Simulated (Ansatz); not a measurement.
One crystal and one scan (energy over volume and axial ratio) at two levels, PBE (plane waves to 420 eV, PAW, scalar-relativistic; Ansatz, a quantum-chemistry and plane-wave program) and r2SCAN (plane waves to 500 eV, PAW, scalar-relativistic; Ansatz), each from its own relaxed cell and on its own mesh. The cell shown is that of PBE.

InN (zinc blende)

```
InN
1.0
    0.00000     2.52449     2.52449
    2.52449     0.00000     2.52449
    2.52449     2.52449     0.00000
N In
1 1
Direct
  0.75000   0.75000   0.75000
  0.00000   0.00000   0.00000
```

Two coordinates are scanned: the volume, and the ratio of the stretch along z (the conventional c axis) to the stretch across it. Atoms keep their fractional coordinates.

Energies are smeared free energies. InN was relaxed with its symmetry unable to fall. With partly filled bands, the response to shear is sensitive to the k mesh, so small differences along c/a are uncertain. Percentages come from the unrounded values. Both scans cover V/V₀ from 0.960 to 1.040 and (c/a)/(c/a)₀ from 0.920 to 1.080.

| quantity | PBE | r2SCAN | PBE − r2SCAN |
|---|---|---|---|
| Lattice constant a (Å) | 5.049 | 4.999 | +0.050 (+1.0 %) |
| Shear modulus C′ = (C11 − C12)/2 (fit, atoms clamped) (GPa) | 28 | 29 | -1 (-2 %) |

PBE gives the higher value for: lattice constant a. (PBE) At this level the bands of InN touch or barely overlap; measurements give the solid a gap. (r2SCAN) At this level the bands of InN touch or barely overlap; measurements give the solid a gap.

(Under strain, the slope of the energy per volume gives the stress and its curvature an elastic modulus.)
